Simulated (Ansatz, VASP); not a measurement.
**Cross-check of KF (Carobbiite) between VASP and Ansatz**

Wanted: the spread between two codes on one cell, functional and k mesh. The cell is taken from a series of VASP runs on this material, whose earlier steps may have relaxed, scaled or displaced it; both programs get it as it stands.

Main program and level: Ansatz 0.2.0; plane waves, with VASP 6.6.1 beside it; relaxation of cell and atoms at PBEsol and relaxation of cell and atoms at LDA.

## (1) Starting point

The structure is cubic, space group Fm-3m (No. 225). Conventional cell: a = 5.314 Å, b = 5.314 Å, c = 5.314 Å, α = 90.00°, β = 90.00°, γ = 90.00°. K has 6 F at 2.66 Å nearest. F has 6 K at 2.66 Å nearest. Farther neighbours and most contacts between anions are not listed.

## (2) VASP: relaxation of cell and atoms, PBEsol

The relaxed volume is the usual yardstick between codes: its relative difference is about their pressure difference at one cell divided by the bulk modulus.

Lines of VASP's logs that name or quote its potential files are left out, and so is its time.

INCAR reads:

```
SYSTEM = KF
PREC = Accurate
ENCUT = 520
EDIFF = 1E-06
NELM = 100
ISMEAR = 0
SIGMA = 0.03
LREAL = .FALSE.
ALGO = Normal
GGA = PS
NBANDS = 14
LORBIT = 11
LWAVE = .FALSE.
LCHARG = .FALSE.
KPAR = 4
IBRION = 2
NSW = 50
ISIF = 3
EDIFFG = -0.006
```

POSCAR reads:

```
KF
1.0
    0.0000000000      2.6569358152      2.6569358152
    2.6569358152      0.0000000000      2.6569358152
    2.6569358152      2.6569358152      0.0000000000
K F
1 1
Direct
    0.0000000000      0.0000000000      0.0000000000
    0.5000000000      0.5000000000      0.5000000000
```

KPOINTS reads:

```
Automatic mesh
0
Gamma
8 8 8
0 0 0
```

PAW data sets: K_sv and F (PBE family, release 64).

On the command line:

```
mpirun -np 4 vasp_std
```

Numbers of over 12 decimals in the logs are rounded to 6 here.

Output:

```text
[banner, memory and clock lines left out]
running    4 mpi-ranks, on    1 nodes
 distrk:  each k-point on    1 cores,    4 groups
 distr:  one band on    1 cores,    1 groups

 POSCAR found type information on POSCAR K F
 POSCAR found :  2 types and       2 ions
|                                                                             |
|               ----> ADVICE to this user running VASP <----                  |
|                                                                             |
|     You enforced a specific xc type in the INCAR file but a different       |
|     [... a line on the potential file left out ...]
|     I HOPE YOU KNOW WHAT YOU ARE DOING!                                     |
|                                                                             |

 LDA part: xc-table for (Slater+PW92), standard interpolation
 POSCAR, INCAR and KPOINTS ok, starting setup
 FFT: planning ... GRIDC
 FFT: planning ... GRID_SOFT
 FFT: planning ... GRID
 WAVECAR not read
 entering main loop
       N       E                     dE             d eps       ncg     rms          rms(c)
DAV:   1     0.111660653808E+03    0.11166E+03   -0.83772E+03   820   0.112E+03
DAV:   2    -0.500881595890E+01   -0.11667E+03   -0.10830E+03  1068   0.298E+02
DAV:   3    -0.951291775425E+01   -0.45041E+01   -0.44879E+01  1010   0.529E+01
DAV:   4    -0.964049439453E+01   -0.12758E+00   -0.12754E+00  1120   0.831E+00
DAV:   5    -0.964202736443E+01   -0.15330E-02   -0.15330E-02  1036   0.927E-01    0.591E+00
DAV:   6    -0.855858679196E+01    0.10834E+01   -0.31626E+00   872   0.151E+01    0.411E+00
DAV:   7    -0.852505825344E+01    0.33529E-01   -0.81858E-02  1018   0.244E+00    0.238E+00
DAV:   8    -0.851818622401E+01    0.68720E-02   -0.52350E-02   932   0.238E+00    0.217E-01
DAV:   9    -0.851965114745E+01   -0.14649E-02   -0.54342E-03  1000   0.621E-01    0.121E-01
DAV:  10    -0.851995895399E+01   -0.30781E-03   -0.50268E-04   986   0.198E-01    0.742E-02
DAV:  11    -0.852018508481E+01   -0.22613E-03   -0.23342E-04   830   0.113E-01    0.161E-02
DAV:  12    -0.852017961581E+01    0.54690E-05   -0.16520E-05  1042   0.375E-02    0.416E-03
DAV:  13    -0.852018096127E+01   -0.13455E-05   -0.35321E-06   868   0.161E-02    0.438E-03
DAV:  14    -0.852018072251E+01    0.23876E-06   -0.66862E-07   690   0.866E-03
   1 F= -.85201807E+01 E0= -.85201807E+01  d E =-.852018E+01
 curvature:   0.00 expect dE= 0.000E+00 dE for cont linesearch  0.000E+00
 trial: gam= 0.00000 g(F)=  0.108E-59 g(S)=  0.317E-04 ort = 0.000E+00 (trialstep = 0.100E+01)
 search vector abs. value=  0.317E-04
 bond charge predicted
       N       E                     dE             d eps       ncg     rms          rms(c)
DAV:   1    -0.852055219571E+01   -0.37123E-03   -0.65619E-03   992   0.818E-01    0.143E-01
DAV:   2    -0.852023934994E+01    0.31285E-03   -0.11531E-03   932   0.308E-01    0.372E-02
DAV:   3    -0.852020362017E+01    0.35730E-04   -0.65097E-05  1322   0.778E-02    0.258E-02
DAV:   4    -0.852019902366E+01    0.45965E-05   -0.17965E-05  1468   0.308E-02    0.209E-02
DAV:   5    -0.852020122135E+01   -0.21977E-05   -0.20155E-06  1266   0.715E-03    0.255E-03
DAV:   6    -0.852020164523E+01   -0.42388E-06   -0.13813E-07   514   0.367E-03
   2 F= -.85202016E+01 E0= -.85202016E+01  d E =-.209227E-04
 trial-energy change:   -0.000021  1 .order   -0.000023   -0.000032   -0.000014
 step:   1.7482(harm=  1.7482)  dis= 0.00000  next Energy=    -8.520208 (dE=-0.277E-04)
 reached required accuracy - stopping structural energy minimisation
```

OUTCAR, selected parts (step 2):

```text
ion  position               nearest neighbor table
   1  0.000  0.000  0.000-   2 2.66   2 2.66   2 2.66   2 2.66   2 2.66   2 2.66
   2  0.500  0.500  0.500-   1 2.66   1 2.66   1 2.66   1 2.66   1 2.66   1 2.66

  LATTYP: Found a face centered cubic cell.
 ALAT       =     5.3138716304

 Subroutine GETGRP returns: Found 48 space group operations
 (whereof 48 operations were pure point group operations)

The static configuration has the point symmetry O_h .

 Found     29 irreducible k-points:

   k-points           NKPTS =     29   k-points in BZ     NKDIM =     29   number of bands    NBANDS=     14

   dimension x,y,z NGX =    28 NGY =   28 NGZ =   28
   dimension x,y,z NGXF=    56 NGYF=   56 NGZF=   56

   ENCUT  =  520.0 eV  38.22 Ry    6.18 a.u.   6.99  6.99  6.99*2*pi/ulx,y,z

   NELECT =      16.0000    total number of electrons

 k-points in reciprocal lattice and weights: Automatic mesh
   0.00000000  0.00000000  0.00000000       0.002
   0.12500000  0.00000000  0.00000000       0.016
   0.25000000  0.00000000  0.00000000       0.016
   0.37500000  0.00000000  0.00000000       0.016
   0.50000000  0.00000000  0.00000000       0.008
   0.12500000  0.12500000  0.00000000       0.012
   0.25000000  0.12500000  0.00000000       0.047
   0.37500000  0.12500000  0.00000000       0.047
   0.50000000  0.12500000  0.00000000       0.047
[...]
-0.37500000  0.50000000  0.12500000       0.023
  -0.25000000  0.50000000  0.25000000       0.012

 average (electrostatic) potential at core
       1 -35.8310       2 -77.8117

 E-fermi :  -2.6515

 k-point     1 :       0.0000    0.0000    0.0000
  band No.  band energies     occupation
    ...
      4     -12.0714      2.00000
      5     -12.0714      2.00000
      6      -2.8599      2.00000
      7      -2.8599      2.00000
      8      -2.8599      2.00000
      9       3.2617      0.00000
     10       7.8231      0.00000
     11       7.8231      0.00000
     12       7.8231      0.00000
     13       9.5232      0.00000
    ...

 k-point     2 :       0.1250    0.0000    0.0000
  band No.  band energies     occupation
    ...
      4     -12.0771      2.00000
      5     -12.0771      2.00000
      6      -3.0083      2.00000
      7      -2.9163      2.00000
      8      -2.9163      2.00000
      9       3.7055      0.00000
     10       7.5597      0.00000
     11       8.0399      0.00000
     12       8.0399      0.00000
     13       9.6754      0.00000
    ...

 k-point     3 :       0.2500    0.0000    0.0000
  band No.  band energies     occupation
    ...
      4     -12.0907      2.00000
      5     -12.0907      2.00000
      6      -3.3215      2.00000
      7      -3.0494      2.00000
      8      -3.0494      2.00000
      9       4.8045      0.00000
     10       7.2028      0.00000
     11       8.5784      0.00000
     12       8.5784      0.00000
     13      10.1455      0.00000
    ...

  Total       -0.0089510     -0.0089510     -0.0089510      0.0000000      0.0000000     -0.0000000
  in kB       -0.3828853     -0.3828853     -0.3828853      0.0000000      0.0000000     -0.0000000
  external PRESSURE =      -0.3828853 kB  Pullay stress =       0.0000000 kB

  energy-cutoff  :      520.00
  volume of cell :       37.46
      direct lattice vectors                 reciprocal lattice vectors
     0.000000000  2.655595461  2.655595461    -0.188281689  0.188281689  0.188281689
     2.655595461 -0.000000000  2.655595461     0.188281689 -0.188281689  0.188281689
     2.655595461  2.655595461 -0.000000000     0.188281689  0.188281689 -0.188281689

 POSITION                                       TOTAL-FORCE (eV/Angst)
 -----------------------------------------------------------------------------------
      2.65560     -0.00000      2.65560        -0.000000     -0.000000     -0.000000
      2.65560      2.65560      2.65560         0.000000      0.000000      0.000000
 -----------------------------------------------------------------------------------
    total drift:                                0.000000      0.000000      0.000000

  FREE ENERGIE OF THE ION-ELECTRON SYSTEM (eV)
  ---------------------------------------------------
  free  energy   TOTEN  =        -8.5202016452 eV

  energy  without entropy=       -8.5202016452  energy(sigma->0) =       -8.52020165

 reached required accuracy - stopping structural energy minimisation

 total charge
# of ion       s       p       d       tot
------------------------------------------
    1        1.957   5.579   0.035   7.571
    2        1.728   4.342   0.000   6.070
--------------------------------------------------
tot          3.686   9.921   0.035  13.641

[... 3 further parts left out ...]
```

CONTCAR:

```
KF
   1.00000000000000
     0.0000000000000000    2.6555954609302059    2.6555954609302059
     2.6555954609302059   -0.0000000000000000    2.6555954609302059
     2.6555954609302059    2.6555954609302059   -0.0000000000000000
  K               F
     1     1
Direct
     0.0000000000000000    1.0000000000000000    0.0000000000000000
     0.5000000000000000    0.5000000000000000    0.5000000000000000
```

## (3) Ansatz: relaxation of cell and atoms, PBEsol

Ansatz runs on its default PAW (the set named soft_2) files.

The same cell, functional, mesh and smearing now go to Ansatz, which takes its cutoff from its data sets.

input.yaml reads:

```yaml
crystal:
  lattice:
    - [0.0, 2.6569358152, 2.6569358152]
    - [2.6569358152, 0.0, 2.6569358152]
    - [2.6569358152, 2.6569358152, 0.0]
  atoms:
    - { symbol: K, position: [0.0, 0.0, 0.0] }
    - { symbol: F, position: [0.5, 0.5, 0.5] }
hamiltonian:
  xc: pbesol
  pseudopotentials: { kind: paw }
kpoints:
  mp_grid: { grid: [8, 8, 8] }
scf:
  occupations: { method: gaussian, width: 0.03 }
relax:
  f_tol: 0.01
  max_steps: 60
  cell: { stress_tol: 0.05 }
output:
  forces: true
  stress: true
```

On the command line:

```
ansatz run input.yaml --threads 4 --pin off --max-ram 9216MiB --backend cpu --events-out ev --progress --plain --runs-dir out
```

Output:

```text
Engine: ansatz 0.2.0, aarch64-unknown-linux-gnu
Pseudopotentials: kind: paw
Pseudopotential: K, paw, valence charge 9, recommended cutoff 420 eV (normal), K.paw.azcp
Pseudopotential: F, paw, valence charge 7, recommended cutoff 420 eV (normal), F.paw.azcp
Functional definition: PBEsol
  exchange = pbesol_x
  correlation = pbesol_c
Crystal: 2 atoms, lattice volume = 37.512 Å³
Basis set: ecut = 420 eV, 725 PW (Γ), exchange–correlation on 54×54×54 points (8 copies of the dense FFT grid, shifted against one another)
Bands: 12, of which v1, the nominal top of the filled ones, is band 8 counted from 1 (7 counted from 0)
Symmetry: 48 space group operations
Space group: Fm-3m (ITA 225), of the structure as read, at distance tolerance 3.3e-5 Å
k-points: 29 of 512
Non-local potential: K, projectors of the file, l = 0: 3, l = 1: 2, l = 2: 2
Non-local potential: F, projectors of the file, l = 0: 2, l = 1: 2, l = 2: 1
PAW form: soft (Blöchl's): semilocal exchange-correlation on the pseudo side does not see the compensation charge
PAW frozen core: K, regenerated for the run's functional, and the local potential with it (the file was generated under x = pbe(κ = 0.804, μ = 0.219515), c = pbe(β = 0.066725))
PAW frozen core: F, regenerated for the run's functional, and the local potential with it (the file was generated under x = pbe(κ = 0.804, μ = 0.219515), c = pbe(β = 0.066725))
PAW one-centre angular grid: K, 110 points (default); XC on 64 Gauss nodes
PAW one-centre angular grid: F, 110 points (default); XC on 64 Gauss nodes
Initial density: superposition of atomic densities (neutral atoms: chi_scale 0, normalization atom), corrected by the library's trained network
Initial wavefunctions: pseudopotential atomic-orbital guess
Functional: x = pbesol(κ = 0.804, μ = 0.123457), c = pbesol(β = 0.046)
SCF iter   1: F=—  HF=-2319.113541 eV  |F-HF|=—  |Δ(HF+E_count)|=         —  Δρ=9.81e-3  dr2=2.36e-2  ethr=1.77e-3  ⟨swp⟩=5.9  Hψ=2264  notcnv=0
preconditioner: auto → none  [insulator: Δε(μ)=5.967 eV  Ē_g=17.449 eV  σ=0.030 eV  W_gap=1.00  n_scr=14 (ndim 8)  ℏωp=22.7 eV  f_vac=0.119  D(μ)=0.00/eV (n_scr^D=0)  ε∞_Penn≈2.7]
SCF iter   2: F=—  HF=-2319.107162 eV  |F-HF|=—  |Δ(HF+E_count)|=   6.38e-3  Δρ=5.11e-3  dr2=5.79e-3  ethr=1.48e-4  ⟨swp⟩=2.0  Hψ=899  notcnv=0
SCF iter   3: F=—  HF=-2319.105546 eV  |F-HF|=—  |Δ(HF+E_count)|=   1.62e-3  Δρ=8.05e-4  dr2=1.53e-4  ethr=3.62e-5  ⟨swp⟩=2.0  Hψ=654  notcnv=0
SCF iter   4: F=—  HF=-2319.105553 eV  |F-HF|=—  |Δ(HF+E_count)|=   7.42e-6  Δρ=2.55e-4  dr2=7.40e-6  ethr=9.57e-7  ⟨swp⟩=3.0  Hψ=551  notcnv=0
SCF iter   5: F=—  HF=-2319.105555 eV  |F-HF|=—  |Δ(HF+E_count)|=   1.94e-6  Δρ=5.04e-5  dr2=7.19e-7  ethr=4.62e-8  ⟨swp⟩=2.0  Hψ=551  notcnv=0
SCF iter   6: F=-2319.105555 eV  HF=-2319.105555 eV  |F-HF|=1.05e-8  |Δ(HF+E_count)|=   1.76e-7  Δρ=6.28e-6  dr2=1.25e-8  ethr=6.25e-10  ⟨swp⟩=4.0  Hψ=1015  notcnv=0
SCF 1 converged in 6 iterations: F = -2319.105555 eV  dr2 = 1.25e-8
  greatest PAW one-centre occupation: 0.987 electrons in one spin orbital (limit 2), on the K atom at site 0 (counted from 0), in its partial waves of l = 0
relax step   1: F+E_penalty+E_count = -2319.10555513 eV  Δ(F+E_penalty+E_count) = +0.000e0 eV  max|allowed force component| = 1.749e-29 eV/Å  Δτ_max = 0.0000 Å  P = -0.139 GPa  Ω = 37.512 Å³  (6 SCF iters, dr2 threshold 1.00e-7 eV, accepted)
[...]
relax step   2: F+E_penalty+E_count = -2319.10593950 eV  Δ(F+E_penalty+E_count) = -3.844e-4 eV  max|allowed force component| = 1.310e-29 eV/Å  Δτ_max = 0.0000 Å  P = +0.008 GPa  Ω = 37.363 Å³  energy of the carried Pulay correction = +3.234e-4 eV  (4 SCF iters, dr2 threshold 4.84e-8 eV, accepted)
[...]
relax step   3: F+E_penalty+E_count = -2319.10564802 eV  Δ(F+E_penalty+E_count) = +2.915e-4 eV  max|allowed force component| = 1.170e-29 eV/Å  Δτ_max = 0.0000 Å  P = -0.009 GPa  Ω = 37.363 Å³  stress off target by 8.93e-3 GPa  SCF on the basis re-selected at this cell (its energy is not comparable with the rows above)  (5 SCF iters)
basis re-selected at this cell: Δ(F+E_penalty+E_count) = +2.915e-4 eV, ΔP = -0.017 GPa vs the last step (what re-selecting the basis moved, of the pressure what is left beyond the Pulay correction that the steps carried, after the strain that the cell walked since its last selection, with what the two solves' SCF thresholds leave and, on support functions, any second-order correction that the steps lacked; it is no m [...]
SCF converged after 5 iterations
Free energy (F): -2319.105648 eV
Harris-Foulkes:  -2319.105648 eV  (|F-HF|=1.82e-11)
Internal energy: -2319.105648 eV  (E = F + TS)
E sigma→0 (E₀):  -2319.105648 eV
Fermi energy:    4.576554 eV
--- Per-component energies (eV) ---
  E_band       = -122.942622
  E_kinetic    = 461.299015
  E_local      = -1098.735086  (includes V_loc(G=0)·N_el)
  E_nonlocal   = 87.234442
  E_hartree    = 394.407383
  E_xc         = -213.274360
  E_vxc        = -266.599924  (∫ρ·V_xc dr)
  E_paw        = -955.263150  (= ΣΔE_a)
  E_vpaw       = -94.957823  (= ΣTr[D̂ρ^β])
  E_aug_tail   = 0.002027  (compensation charges beyond the density's cutoff)
  E_ewald      = -994.926246
  E_core_change = 0.150328  (= ΣΔE_core)
  E_smearing   = -0.000000  (= −TS)
  E_closure    = -0.000000  (closes the sum)
  Σ components = -2319.105648   (vs F -2319.105648, Δ=0.00e0)
--- Forces (eV/Å), atoms counted from 1 ---
  atom   1  K     -0.00000000     0.00000000     0.00000000
  atom   2  F      0.00000000    -0.00000000     0.00000000
  max |Σ_I F_I| component: 2.29e-29 eV/Å
--- Stress (GPa, compression-positive) ---
       -0.008925       0.000000      -0.000000
        0.000000      -0.008925      -0.000000
       -0.000000      -0.000000      -0.008925
  P = ⅓ Tr σ = -0.0089 GPa (-0.089 kbar)
--- Relaxed structure (2 steps of the walk, 2 accepted, 1 SCFs on fresh bases) ---
  F+E_penalty+E_count = -2319.10564802 eV   max|allowed force component| = 1.170e-29 eV/Å   (the final SCF, on the basis selected at the relaxed cell)
  cell:  # Å, volume = 37.3634 Å³
    - [0, 2.653416, 2.653416]
    - [2.653416, 0, 2.653416]
    - [2.653416, 2.653416, 0]
  atoms:
    - { symbol: K, position: [0, 0, 0] }
    - { symbol: F, position: [0.5, 0.5, 0.5] }
```

It took 1.7 s on 4 threads of Arm Neoverse V1, shared host; peak memory 0.29 GiB.

(Part 1 of 2 ends here.)

[Lines on the potential files, build, host, timing and source positions are cut from VASP's logs without a mark.]

[Logs are printed without paths, hosts, clocks, repeated set-up lines and the standing remarks that a program may print on its own settings, such as how far it seeks lower states.]

[Hosts, paths, dates, database ids (printed as entryN), source tags and the programs' standing remarks are cut or masked in the printed files.]
